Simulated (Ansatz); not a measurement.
`FBB(F)F` + acetic acid → `CC(=O)OB(F)F` + `BF` at 600 K and 1 bar (cleavage of the B–B bond).

Calculated with Ansatz (gas phase, PBE0-D4/def2-TZVP geometries, no zero-point term in ΔE). CCSD(T)/CBS adds triple-zeta CCSD(T) − MP2 to the extrapolated MP2 energy (def2 sets, frozen cores). This one scheme is used for every species. One conformer a species, not always the lowest.

| species | CCSD(T)/CBS energy (Eh) | H − E (kJ/mol) | S (J/(mol·K)) |
| --- | --- | --- | --- |
| `FBB(F)F` | -349.71808 | 108.6 | 379.3 |
| `CC(=O)O` | -228.87529 | 204.1 | 348.2 |
| `CC(=O)OB(F)F` | -452.81860 | 224.4 | 452.1 |
| `BF` | -125.82039 | 83.0 | 253.5 |

H − E and S are ideal-gas, rigid-rotor, harmonic terms from PBE0-D4/def2-TZVP, for one conformer and one mirror image of each species. 1 Eh = 2625.50 kJ/mol, R = 8.31446 J/(mol·K).

Q: By hand: ΔE, ΔH, ΔS and ΔG.

A: ΔE = (-452.81860) + (-125.82039) − (-349.71808) − (-228.87529) = -0.04562 Eh = -119.8 kJ/mol. Δ(H − E) = 224.4 + 83.0 − 108.6 − 204.1 = -5.3, so ΔH = -125.1 kJ/mol. ΔS = 452.1 + 253.5 − 379.3 − 348.2 = -21.9 J/(mol·K). ΔG = -125.1 − 600 × (-21.9)/1000 = -112.0 kJ/mol.

Q: By hand: the equilibrium constant, and the temperature at which ΔG would vanish if ΔH and ΔS stayed fixed.

A: log₁₀ K = −ΔG/(RT ln 10) = 9.8. ΔG = 0 at ΔH/ΔS = 5712 K, far beyond where these terms or the molecules hold.

ΔH outweighs TΔS. A doubt of 5 kJ/mol in ΔE shifts log₁₀ K by 0.4 here. Other conformers and mirror images would add mixing entropy, several J/(mol·K) or more a flexible species. Modes under 60 cm⁻¹, often nearly free rotors, make the harmonic entropy too high. These are equilibria of isolated gas molecules and say nothing of rates. Largest T1 diagnostic: 0.015 (customary marks: 0.02 for closed shells, 0.045 for open ones).
